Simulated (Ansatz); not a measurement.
# Electrons against holes in ZrSe2 — Ansatz, plane waves and PAW

Space group P-3m1 (No. 164), 3 atoms in the cell of the first input below: a = 3.811 Å, b = 3.811 Å, c = 6.149 Å, α = 90.00°, β = 90.00°, γ = 120.00°.

The volume is a measured one, shape and positions are a prototype's, taken without relaxation (pressure 0.8 GPa with this functional, without spin–orbit coupling). Functional: r2SCAN.

Spin–orbit coupling is left out. Kohn–Sham gap between the band edges found on a fine mesh: 0.64 eV.

Levels at points 0.012 Å⁻¹ about the band edges give the masses:

```yaml
crystal:
  lattice:
    - [3.8113914623, 0.0, 0.0]
    - [-1.9056957311, 3.3007618302, 0.0]
    - [0.0, 0.0, 6.1485654722]
  atoms:
    - { symbol: Zr, position: [0.0, 0.0, 0.0] }
    - { symbol: Se, position: [0.3333333333, 0.6666666667, 0.252] }
    - { symbol: Se, position: [0.6666666667, 0.3333333333, 0.748] }
basis:
  ecutwfc: 500
  ecutrho_ratio: 4
kpoints:
  mp_grid: { grid: [10, 10, 6] }
hamiltonian:
  xc: r2scan
scf:
  occupations: { method: gaussian, width: 0.05 }
output:
  forces: true
  stress: true
  eigenvalues: true
  eigenstates:
    kpoints:
      - [0.0, 0.0, 0.0]
      - [0.007279221, -0.003639611, 0.0]
      - [-0.007279221, 0.003639611, 0.0]
      - [0.0, 0.006303991, 0.0]
      - [0.0, -0.006303991, 0.0]
      - [0.0, 0.0, 0.011742895]
      - [0.0, 0.0, -0.011742895]
      - [0.005147187, 0.001884001, 0.0]
      - [-0.005147187, -0.001884001, 0.0]
      - [0.005147187, -0.002573593, 0.008303481]
      - [-0.005147187, 0.002573593, -0.008303481]
      - [0.0, 0.004457595, 0.008303481]
      - [0.0, -0.004457595, -0.008303481]
      - [0.00420266, 0.001538281, 0.006779764]
      - [-0.00420266, -0.001538281, -0.006779764]
      - [0.0, -0.5, -0.5]
      - [0.007279221, -0.503639611, -0.5]
      - [-0.007279221, -0.496360389, -0.5]
      - [0.0, -0.493696009, -0.5]
      - [0.0, -0.506303991, -0.5]
      - [0.0, -0.5, -0.488257105]
      - [0.0, -0.5, -0.511742895]
      - [0.005147187, -0.498115999, -0.5]
      - [-0.005147187, -0.501884001, -0.5]
      - [0.005147187, -0.502573593, -0.491696519]
      - [-0.005147187, -0.497426407, -0.508303481]
      - [0.0, -0.495542405, -0.491696519]
      - [0.0, -0.504457595, -0.508303481]
      - [0.00420266, -0.498461719, -0.493220236]
      - [-0.00420266, -0.501538281, -0.506779764]
    de_dk: true
    e_range: [-0.9152770347527, 0.9195272051427]
```

```bash
ansatz run input.yaml --threads 4 --pin off --max-ram 9216MiB --backend cpu --events-out ev --progress --plain --runs-dir out
```

Time: 4.6 s on 4 threads of Intel(R) Xeon(R) Platinum 8488C (Sapphire Rapids) (shared host), peak memory 0.71 GiB.

Edges at k = (0.000, 0.000, 0.000) and (0.000, -0.500, -0.500); masses in electron masses along fixed Cartesian directions (which need not be the axes of a valley), negative for hole-like bands, for at most the three nearest levels of the same spin at these k-points, within 0.3 eV:

```json
{"edge": "conduction", "band": "1", "from the edge (meV)": "0", "degeneracy": "1", "x": "0.260", "y": "1.171", "z": "1.187", "111": "0.650"}
```

These curvatures agree with the slopes at the same points. They hold at the edge alone, and further out the bands need not be parabolic.

Masses are left out for the valence bands: a band curves the other way along some direction. Levels left out at the same k lie 142 meV under the valence edge (2-fold).

The states of the whole zone with their velocity products:

```yaml
crystal:
  lattice:
    - [3.8113914623, 0.0, 0.0]
    - [-1.9056957311, 3.3007618302, 0.0]
    - [0.0, 0.0, 6.1485654722]
  atoms:
    - { symbol: Zr, position: [0.0, 0.0, 0.0] }
    - { symbol: Se, position: [0.3333333333, 0.6666666667, 0.252] }
    - { symbol: Se, position: [0.6666666667, 0.3333333333, 0.748] }
basis:
  ecutwfc: 500
  ecutrho_ratio: 4
kpoints:
  mp_grid: { grid: [10, 10, 6] }
hamiltonian:
  xc: r2scan
scf:
  occupations: { method: gaussian, width: 0.05 }
output:
  forces: true
  stress: true
  eigenvalues: true
  states_by_energy: { minimum_broadening: 0.05 }
```

```bash
ansatz run input.yaml --threads 4 --pin off --max-ram 9216MiB --backend cpu --events-out ev --progress --plain --runs-dir out
```

Time: 7.5 min on 4 threads of Intel(R) Xeon(R) Platinum 8488C (Sapphire Rapids), on a shared host, peak memory 1.9 GiB.

From that table, at a constant relaxation time τ with Fermi–Dirac weights and rigid bands:

```
T (K)  doping (cm⁻³)  μ − E_F (eV)  σ_xx/τ (10²⁰/Ω m s)  S_xx (μV/K)  Lorenz (10⁻⁸ V²/K²)  ħω_p,xx (eV)
  600         n 1e19         0.165              0.00582         -491                 2.12         0.169
  600         p 1e19        -0.186               0.0019          469                 3.56         0.096
  600         n 1e20         0.291               0.0577         -298                 2.04         0.531
  600         p 1e20        -0.322                0.021          280                 2.70         0.321
  600         n 1e21         0.464                 0.55         -133                 2.00         1.641
  600         p 1e21        -0.575                0.387          112                 2.17         1.376
  900         n 1e19         0.045               0.0072         -447                11.60         0.188
  900         p 1e19        -0.093               0.0042          194                30.83         0.143
  900         n 1e20         0.214               0.0553         -353                 1.95         0.520
  900         p 1e20        -0.271               0.0274          332                 2.95         0.366
  900         n 1e21         0.435                 0.53         -171                 1.79         1.611
  900         p 1e21        -0.556                0.391          146                 2.00         1.383
```

Question: Which of the dopings listed at 600 K has the largest power factor S²σ/τ along x?

Answer: n 1e19: 1.4, p 1e19: 0.42, n 1e20: 5.1, p 1e20: 1.7, n 1e21: 9.8, p 1e21: 4.8 (10¹¹ W/m K² s), so n 1e21 cm⁻³, if τ is the same for all. Along z the largest is 3.5, for p 1e20 cm⁻³, as the crystal conducts unlike along its axes.

Caveats: a Lorenz number over 3 comes from carriers at unlike energies: both signs excited across the gap, or a second valley or band; melting, decomposition and changes of phase at these temperatures weren't checked; no dispersion term, layers or molecules are underbound; no scattering is computed, and the gap isn't corrected; spin–orbit coupling, left out, splits the Se p valence bands by some tenths of an eV, so hole masses, degeneracies and p rows are those of the unsplit bands.

Along x, electrons give the larger power factor at every listed doping at 600 K, with both a higher σ/τ and a larger |S| than holes. The conduction edge at L is mainly Zr d in character and has three symmetry-equivalent valleys. Each combines a light direction, which favours conduction, with heavy ones that add density of states and so sustain the thermopower. Across the layers the preference reverses, probably because Se p_z states overlap across the gap between layers better than the Zr d states do.

Heating to 900 K raises |S| except at 1e19 cm⁻³, where carriers excited across the gap oppose the majority contribution. Holes suffer more, as the minority electrons are the more conductive. The gap of 0.64 eV is well below the measured one, as is usual for semilocal Kohn–Sham gaps, so this bipolar loss is probably exaggerated. The power factor along x is still rising at 1e21 cm⁻³ for both signs, so the calculation doesn't locate an optimum doping.
